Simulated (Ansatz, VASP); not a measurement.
**Two plane-wave programs on Cd**

```
CELL_PARAMETERS angstrom
0.00000 2.21815 2.21815
2.21815 0.00000 2.21815
2.21815 2.21815 0.00000
ATOMIC_POSITIONS crystal
Cd 0.00000 0.00000 0.00000
```

This isn't the form of Cd at room conditions, which is hcp.

Alike in both runs: task single point; functional PBE; k mesh 8 × 8 × 8; occupations gaussian, width 0.1 eV; no spin polarisation.

```csv
,VASP,Ansatz
version,VASP 6.6.1,Ansatz 0.2.0
potentials or method,"VASP PAW PBE potentials, release 64 (Cd)","scalar-relativistic, plane waves, PAW"
plane-wave cutoff (eV),520,420
valence electrons in the cell,12,20
```

|  | VASP | Ansatz | Ansatz less VASP |
| --- | --- | --- | --- |
| gap on the k mesh at the Fermi level (eV) | none | none | - |
| pressure (GPa) | 2.6 | 2.3 | -0.29 |

A gap of «none» marks a metal or a gap that the smearing closes. The two sets of potentials don't hold the same shells in valence.
